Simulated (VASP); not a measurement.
# AlP (F-43m) in VASP: further runs, part 2 of 2

VASP 6.6.1. The steps go on from the part before.

## (3) Single point, BLYP

This run uses another cell than the first one, of 21.51 Å³/atom, 1.027 times its volume.

Input file INCAR:

```
SYSTEM = AlP
AGGAC = 1.0
AGGAX = 1.0
ALDAC = 0.0
ALDAX = 1.0
ALGO = Normal
EDIFF = 1E-6
ENCUT = 500
GGA = B5
GGA_COMPAT = .False.
ISIF = 2
ISMEAR = 0
LASPH = .True.
LCHARG = .False.
LREAL = .False.
LWAVE = .False.
NBANDS = 11
NELM = 120
PREC = Accurate
SIGMA = 0.05
```

Input file KPOINTS:

```
k-points
0
Gamma
  8 8 8
  0 0 0
```

Input file POSCAR:

```
AlP
1.0
    0.0000000000      2.7811061130      2.7811061130
    2.7811061130      0.0000000000      2.7811061130
    2.7811061130      2.7811061130      0.0000000000
Al P
1 1
Direct
    0.0000000000      0.0000000000      0.0000000000
    0.7500000000      0.7500000000      0.7500000000
```

Potentials or basis: VASP PAW PBE potentials, release 64 (Al, P).

Command:

```bash
> cat potpaw_PBE.64/Al/POTCAR potpaw_PBE.64/P/POTCAR > POTCAR
> mpirun -np 1 vasp_std > vasp.out
```

OUTCAR:

```text
SYSTEM = AlP
   EDIFF = 1E-6
   ENCUT = 500
   GGA = B5
   ISIF = 2
   ISMEAR = 0
   LASPH = .True.
   LREAL = .False.
   NELM = 120
   PREC = Accurate

 ion  position               nearest neighbor table
   1  0.000  0.000  0.000-   2 2.41   2 2.41   2 2.41   2 2.41
   2  0.750  0.750  0.750-   1 2.41   1 2.41   1 2.41   1 2.41

  LATTYP: Found a face centered cubic cell.
 ALAT       =     5.5622122260

  Lattice vectors:

 A1 = (   0.0000000000,   2.7811061130,   2.7811061130)
 A2 = (   2.7811061130,   0.0000000000,   2.7811061130)
 A3 = (   2.7811061130,   2.7811061130,   0.0000000000)

Analysis of symmetry for initial positions (statically):
=====================================================================
 Subroutine PRICEL returns:
 Original cell was already a primitive cell.

 Routine SETGRP: Setting up the symmetry group for a
 face centered cubic supercell.

 Subroutine GETGRP returns: Found 24 space group operations
 (whereof 24 operations were pure point group operations)
 out of a pool of 48 trial point group operations.

The static configuration has the point symmetry T_d .

Analysis of symmetry for dynamics (positions and initial velocities):
=====================================================================
 Subroutine PRICEL returns:
 Original cell was already a primitive cell.

 Routine SETGRP: Setting up the symmetry group for a
 face centered cubic supercell.

 Subroutine GETGRP returns: Found 24 space group operations
 (whereof 24 operations were pure point group operations)
 out of a pool of 48 trial point group operations.

The dynamic configuration has the point symmetry T_d .

 Subroutine INISYM returns: Found 24 space group operations
 (whereof 24 operations are pure point group operations),
 and found     1 'primitive' translations

----------------------------------------------------------------------------------------

                                     Primitive cell

  volume of cell :      43.0212

  direct lattice vectors                    reciprocal lattice vectors
     0.000000000  2.781106113  2.781106113    -0.179784582  0.179784582  0.179784582
     2.781106113  0.000000000  2.781106113     0.179784582 -0.179784582  0.179784582
     2.781106113  2.781106113  0.000000000     0.179784582  0.179784582 -0.179784582

  length of vectors
     3.933077983  3.933077983  3.933077983     0.311396030  0.311396030  0.311396030

  position of ions in fractional coordinates (direct lattice)
     0.000000000  0.000000000  0.000000000
     0.750000000  0.750000000  0.750000000

  ion indices of the primitive-cell ions
   primitive index   ion index
                 1           1
                 2           2

----------------------------------------------------------------------------------------

 KPOINTS: k-points

Automatic generation of k-mesh.
 Grid dimensions read from file:
 generate k-points for:    8    8    8

 Generating k-lattice:

  Cartesian coordinates                     Fractional coordinates (reciprocal lattice)
    -0.022473073  0.022473073  0.022473073     0.125000000  0.000000000  0.000000000
     0.022473073 -0.022473073  0.022473073     0.000000000  0.125000000  0.000000000
     0.022473073  0.022473073 -0.022473073     0.000000000  0.000000000  0.125000000

  Length of vectors
     0.038924504  0.038924504  0.038924504

  Shift w.r.t. Gamma in fractional coordinates (k-lattice)
     0.000000000  0.000000000  0.000000000

 Subroutine IBZKPT returns following result:
 ===========================================

 Found     29 irreducible k-points:

 Following reciprocal coordinates:
            Coordinates               Weight
  0.000000  0.000000  0.000000      1.000000
  0.125000  0.000000  0.000000      8.000000
  0.250000  0.000000  0.000000      8.000000
  0.375000  0.000000  0.000000      8.000000
  0.500000  0.000000  0.000000      4.000000
  0.125000  0.125000  0.000000      6.000000
[... 16 lines left out ...]
  0.500000  0.250000  0.125000     48.000000
 -0.375000  0.250000  0.125000     24.000000
 [... further k-points ...]
   k-points           NKPTS =     29   k-points in BZ     NKDIM =     29   number of bands    NBANDS=     11
   number of dos      NEDOS =    301   number of ions     NIONS =      2
   total plane-waves  NPLWV =  27000
   dimension x,y,z NGX =    30 NGY =   30 NGZ =   30
   dimension x,y,z NGXF=    60 NGYF=   60 NGZF=   60
   ions per type =               1   1
   NGX,Y,Z   is equivalent  to a cutoff of  12.68, 12.68, 12.68 a.u.
   NGXF,Y,Z  is equivalent  to a cutoff of  25.36, 25.36, 25.36 a.u.
 SYSTEM =  AlP
   PREC   = accura    normal or accurate (medium, high low for compatibility)
   ISTART =      0    job   : 0-new  1-cont  2-samecut
   ICHARG =      2    charge: 1-file 2-atom 10-const
   ISPIN  =      1    spin polarized calculation?
   LNONCOLLINEAR =      F non collinear calculations
   LSORBIT =      F    spin-orbit coupling
   LASPH  =      T    aspherical Exc in radial PAW
   ENCUT  =  500.0 eV  36.75 Ry    6.06 a.u.   7.17  7.17  7.17*2*pi/ulx,y,z
   NELM   =    120;   NELMIN=  2; NELMDL= -5     # of ELM steps
   EDIFF  = 0.1E-05   stopping-criterion for ELM
   LREAL  =      F    real-space projection
   EDIFFG = 0.1E-04   stopping-criterion for IOM
   NSW    =      0    number of steps for IOM
   IBRION =     -1    ionic relax: 0-MD 1-quasi-New 2-CG
   NFREE  =      0    steps in history (QN), initial steepest desc. (CG)
   ISIF   =      2    stress and relaxation
   ISYM   =      2    0-nonsym 1-usesym 2-fastsym
   POTIM  = 0.5000    time-step for ionic-motion
   TEBEG  =    0.0;   TEEND  =   0.0 temperature during run
   PSTRESS=    0.0 pullay stress
   NELECT =       8.0000    total number of electrons
   NUPDOWN=      -1.0000    fix difference up-down
   EMIN   =  10.00;   EMAX   =-10.00  energy-range for DOS
   EFERMI =   0.00;   METHOD = LEGACY
   ISMEAR =     0;   SIGMA  =   0.05  broadening in eV -4-tet -1-fermi 0-gaus
   EFERMI_NEDOS =   21; number of points for ismear=-14 and -15
   IALGO  =     38    algorithm
   IMIX   =      4    mixing-type and parameters
     AMIX     =   0.40;   BMIX     =  1.00
     AMIX_MAG =   1.60;   BMIX_MAG =  1.00
  volume/ion in A,a.u.               =      21.51       145.16
  Fermi-wavevector in a.u.,A,eV,Ry     =   0.934424  1.765805 11.879900  0.873148
  Thomas-Fermi vector in A             =   2.061227
   LORBIT       =      0    0 simple, 1 ext, 2 COOP (PROOUT), +10 PAW based schemes
   GGA     = B5    functional components
   LHFCALC =     F    Hartree Fock is set to
   AEXX    =    0.0000 exact exchange contribution
   IVDW    =     0    specifies the selected vdW correction
   LEPSILON=     F    determine dielectric tensor
   LRPA    =     F    only Hartree local field effects (RPA)
 non-spin polarized calculation
 Gauss-broadening in eV      SIGMA  =   0.05
  energy-cutoff  :      500.00
  volume of cell :       43.02
 maximum number of plane-waves:      1106
 NGX is ok and might be reduce to    30
   NGX = 15   NGY = 15   NGZ = 15

 number of electron       8.0000001 magnetization

 Free energy of the ion-electron system (eV)
  ---------------------------------------------------
  ext. energy  EPLUGINS =         0.00000000
  ---------------------------------------------------
  free energy    TOTEN  =        -9.14398282 eV

  energy without entropy =       -9.14398282  energy(sigma->0) =       -9.14398282

 E-fermi :   4.7014     XC(G=0):  -8.3790

 val. band max:        4.4870558313   @ k =   0.0000   0.0000   0.0000
 cond. band min:       6.4226066505   @ k =   0.5000   0.5000   0.0000
 fundamental gap:      1.9355508191
 Fermi energy:         4.7014259658

 k-point     1 :       0.0000    0.0000    0.0000
  band No.  band energies     occupation
      1      -6.6582      2.00000
      2       4.4871      2.00000
      3       4.4871      2.00000
      4       4.4871      2.00000
      5       7.3861      0.00000
      6       9.0694      0.00000
      7       9.0694      0.00000
      8       9.0694      0.00000
      9      13.4021      0.00000
     10      13.4021      0.00000
     11      14.5840      0.00000
[... 309 lines left out ...]
 k-point    24 :      -0.3750    0.2500    0.1250
  band No.  band energies     occupation
      1      -4.8635      2.00000
      2      -0.4136      2.00000
      3       2.0842      2.00000
      4       3.1306      2.00000
      5       8.4806      0.00000
      6       9.0989      0.00000
      7      11.2786      0.00000
      8      12.1389      0.00000
      9      13.3461      0.00000
     10      15.8642      0.00000
     11      16.9364      0.00000

 [... further k-points ...]

------------------------ aborting loop because EDIFF is reached ----------------------------------------

  FORCE on cell =-STRESS in cart. coord.  units (eV):
  Direction    XX          YY          ZZ          XY          YZ          ZX
  --------------------------------------------------------------------------------------
  -------------------------------------------------------------------------------------
  Total        0.0157299      0.0157299      0.0157299      0.0000000      0.0000000      0.0000000
  in kB        0.5858045      0.5858045      0.5858045      0.0000000      0.0000000      0.0000000
  external PRESSURE =       0.5858045 kB  Pullay stress =       0.0000000 kB

 VOLUME and BASIS-vectors are now :
 -----------------------------------------------------------------------------
  energy-cutoff  :      500.00
  volume of cell :       43.02
      direct lattice vectors                 reciprocal lattice vectors
     0.000000000  2.781106113  2.781106113    -0.179784582  0.179784582  0.179784582
     2.781106113  0.000000000  2.781106113     0.179784582 -0.179784582  0.179784582
     2.781106113  2.781106113  0.000000000     0.179784582  0.179784582 -0.179784582

 POSITION                                       TOTAL-FORCE (eV/Angst)
 -----------------------------------------------------------------------------------
      0.00000      0.00000      0.00000        -0.000000      0.000000     -0.000000
      4.17166      4.17166      4.17166         0.000000     -0.000000      0.000000
 -----------------------------------------------------------------------------------
    total drift:                                0.000000      0.000000      0.000000

  FREE ENERGIE OF THE ION-ELECTRON SYSTEM (eV)
  ---------------------------------------------------
  free  energy   TOTEN  =        -9.1439828173 eV

  energy  without entropy=       -9.1439828173  energy(sigma->0) =       -9.14398282
```

OSZICAR:

```text
N       E                     dE             d eps       ncg     rms          rms(c)
DAV:   1     0.125153963416E+02    0.12515E+02   -0.29235E+03   646   0.527E+02
DAV:   2    -0.853753472400E+01   -0.21053E+02   -0.20249E+02   778   0.886E+01
DAV:   3    -0.953547317909E+01   -0.99794E+00   -0.99632E+00   813   0.181E+01
DAV:   4    -0.954479886544E+01   -0.93257E-02   -0.93250E-02   769   0.212E+00
DAV:   5    -0.954498842374E+01   -0.18956E-03   -0.18956E-03   852   0.279E-01    0.374E+00
DAV:   6    -0.917104812173E+01    0.37394E+00   -0.96236E-01   713   0.361E+00    0.230E+00
DAV:   7    -0.914171996527E+01    0.29328E-01   -0.25331E-01   746   0.209E+00    0.143E+00
DAV:   8    -0.914394978409E+01   -0.22298E-02   -0.20685E-02   718   0.778E-01    0.187E-01
DAV:   9    -0.914386690037E+01    0.82884E-04   -0.91116E-04   760   0.166E-01    0.958E-02
DAV:  10    -0.914397828671E+01   -0.11139E-03   -0.19021E-04   698   0.781E-02    0.120E-02
DAV:  11    -0.914398229942E+01   -0.40127E-05   -0.25879E-05   781   0.250E-02    0.453E-03
DAV:  12    -0.914398281729E+01   -0.51787E-06   -0.12741E-06   733   0.663E-03
   1 F= -.91439828E+01 E0= -.91439828E+01  d E =-.171835E-11
```

Run time: 34 s. Hardware: 1 thread of Intel Xeon Platinum 8488C (Sapphire Rapids), shared host; peak memory 0.16 GiB.

What came out:

* Free energy: -9.1440 eV
* Pressure: 0.1 GPa
* Band gap on the k mesh: 1.94 eV, indirect (least direct gap 2.90 eV)

Levels at points of the mesh, in eV from the valence-band top:
| k point | band 1 | band 2 | band 3 | band 4 | band 5 | band 6 | band 7 | band 8 | band 9 |
| --- | --- | --- | --- | --- | --- | --- | --- | --- | --- |
| (0.00, 0.00, 0.00) | -11.15 | 0.00 | 0.00 | 0.00 | 2.90 | 4.58 | 4.58 | 4.58 | 8.92 |
| (0.50, 0.00, 0.00) | -9.63 | -5.20 | -0.72 | -0.72 | 2.69 | 4.95 | 4.95 | 8.41 | 11.46 |
| (0.50, 0.50, 0.00) | -9.04 | -5.08 | -1.94 | -1.94 | 1.94 | 2.62 | 10.65 | 10.65 | 11.51 |

Caveat: the PAW data sets were made with another functional, which shifts forces and pressure a little.

## (4) Against experiment

Step 2. Measured gap of AlP: 2.505 eV (indirect; 4.2 K; a printed reference work, data compilation). This calculation gives 1.89 eV (-0.61 eV). The value is that of BLYP on a finite k mesh, which can miss the band edges, without temperature or zero-point motion. Semilocal functionals fall short of measured gaps as a rule.

Step 3. Measured gap of AlP: 2.505 eV (indirect; 4.2 K; a printed reference work, data compilation). This calculation gives 1.94 eV (-0.57 eV). The value is that of BLYP on a finite k mesh, which can miss the band edges, without temperature or zero-point motion. Semilocal functionals fall short of measured gaps as a rule.
